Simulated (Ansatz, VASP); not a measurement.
WS in VASP and in Ansatz

INCAR

```
ALGO = Normal
EDIFF = 1E-6
ENCUT = 520
GGA = PE
ISIF = 2
ISMEAR = 0
LASPH = T
LCHARG = T
LDAU = T
LDAUJ = 0 0
LDAUL = 2 -1
LDAUPRINT = 1
LDAUTYPE = 2
LDAUU = 6.2 0
LELF = T
LMAXMIX = 4
LREAL = F
LVHAR = T
LWAVE = F
NBANDS = 17
NELM = 150
PREC = Accurate
SIGMA = 0.02
```

Contents of KPOINTS:

```
k-points
0
Gamma
  12 12 12
```

POSCAR

```
WS
1.0
    3.4242465133      0.0000000000      0.0000000000
    0.0000000000      3.4242465133      0.0000000000
    0.0000000000      0.0000000000      3.4242465133
W S
1 1
Direct
    0.0000000000      0.0000000000      0.0000000000
    0.5000000000      0.5000000000      0.5000000000
```

Input for Ansatz:

```yaml
crystal:
  lattice:
    - [3.4242465133, 0.0, 0.0]
    - [0.0, 3.4242465133, 0.0]
    - [0.0, 0.0, 3.4242465133]
  atoms:
    - { symbol: W, position: [0.0, 0.0, 0.0] }
    - { symbol: S, position: [0.5, 0.5, 0.5] }
basis:
  ecutwfc: 420
kpoints:
  mp_grid: { grid: [12, 12, 12] }
hamiltonian:
  xc: pbe
  hubbard: { sites: [{ species: W, l: d, u_eff: 6.2 }] }
scf:
  occupations: { method: gaussian, width: 0.02 }
output:
  forces: true
  stress: true
  eigenvalues: true
  write_density: true
  write_potential: true
  elf: true
  volumetric_format: npy
```

Alike in both runs: task single point; functional PBE; k mesh 12 × 12 × 12; occupations gaussian, width 0.02 eV; no spin polarisation; Hubbard terms W d U = 6.2 eV.

```csv
,VASP,Ansatz
version,VASP 6.6.1,Ansatz 0.2.0
potentials or method,"VASP PAW PBE potentials, release 64 (W_sv, S)","scalar-relativistic, plane waves, PAW"
plane-wave cutoff (eV),520,420
valence electrons in the cell,20,20
```

|  | VASP | Ansatz | Ansatz less VASP |
| --- | --- | --- | --- |
| pressure (GPa) | -18.1 | -11.4 | +6.64 |

The programs project onto different local orbitals, so the same U acts differently.

Caveats: U without spin polarisation on a metal has little footing. The runs have no spin-orbit coupling, so splittings on W are missing.
